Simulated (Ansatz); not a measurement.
Input of an Ansatz 0.2.0 run:

input.yaml

```yaml
crystal:
  lattice:
    - [1.488052925, -2.59468961, 0.0]
    - [1.488052925, 2.59468961, 0.0]
    - [0.0, 0.0, 4.72759579]
  atoms:
    - { symbol: Ge, position: [0.33344663, 0.66655337, 0.25] }
    - { symbol: Ge, position: [0.66655337, 0.33344663, 0.75] }
hamiltonian:
  xc: r2scan
  pseudopotentials: { kind: paw_fr }
magnetization:
  noncollinear: true
  spin_orbit: true
kpoints:
  mp_grid: { grid: [7, 7, 5] }
  band_path:
    path:
      - [[0.0, 0.0, 0.0], [0.3322253894, 0.3322253894, 0.0], [0.0, 0.5, 0.0], [0.0, 0.5, 0.5], [0.3322253894, 0.3322253894, 0.5], [0.0, 0.0, 0.5], [0.0, 0.0, 0.0], [-0.5, 0.5, 0.0], [-0.3322253894, 0.6677746106, 0.0], [-0.3322253894, 0.6677746106, 0.5], [-0.5, 0.5, 0.5], [-0.5, 0.5, 0.0]]
      - [[0.0, 0.0, 0.5], [-0.5, 0.5, 0.5]]
    npoints: 14
scf:
  occupations: { method: fermi_dirac, width: 0.05 }
  n_extra_bands: 6
output:
  forces: true
  stress: true
  eigenvalues: true
  fatbands: true
```

Potentials or basis: Ansatz PAW.

Run with:

```bash
$ ansatz run input.yaml --threads 2 --pin off --max-ram 5632MiB --backend cpu --events-out ev --progress --plain --runs-dir out
```

Q: Estimate the band gap on the k mesh.

A: None (metal or under the smearing width).

Q: Estimate the pressure.

A: 2.0 GPa.

Levels at the corners of the path, in eV from the Fermi level:
```tsv
point	band 24	band 25	band 26	band 27	band 28	band 29	band 30	band 31	band 32	band 33
Γ	-7.85	-5.93	-5.93	6.81	6.81	7.11	7.11	9.00	9.00	9.32
X	-7.06	-4.32	-4.32	-0.07	-0.07	0.05	0.05	0.83	0.83	0.92
S	-7.50	-2.34	-2.34	-1.44	-1.44	-1.06	-1.06	1.50	1.50	2.48
R	-7.34	-5.30	-5.30	-5.30	-5.30	4.23	4.23	4.23	4.23	5.31
A	-6.12	-4.02	-4.02	-3.94	-3.94	-2.62	-2.62	-2.51	-2.51	7.01
Z	-12.37	1.95	1.95	1.95	1.95	8.02	8.02	8.02	8.02	8.34
Γ	-7.85	-5.93	-5.93	6.81	6.81	7.11	7.11	9.00	9.00	9.32
Y	-7.54	-2.38	-2.38	-1.47	-1.47	-1.13	-1.13	1.47	1.47	2.65
X1	-7.06	-4.32	-4.32	-0.07	-0.07	0.05	0.05	0.83	0.83	0.92
A1	-6.12	-4.02	-4.02	-3.94	-3.94	-2.62	-2.62	-2.51	-2.51	7.01
T	-7.42	-5.32	-5.32	-5.32	-5.32	4.39	4.39	4.39	4.39	5.33
Y	-7.54	-2.38	-2.38	-1.47	-1.47	-1.13	-1.13	1.47	1.47	2.65
Z	-12.37	1.95	1.95	1.95	1.95	8.02	8.02	8.02	8.02	8.34
T	-7.42	-5.32	-5.32	-5.32	-5.32	4.39	4.39	4.39	4.39	5.33
```

Caveat: the PAW data sets come from PBE, with cores solved anew for the run's functional, which leaves a small shift of forces and pressure.
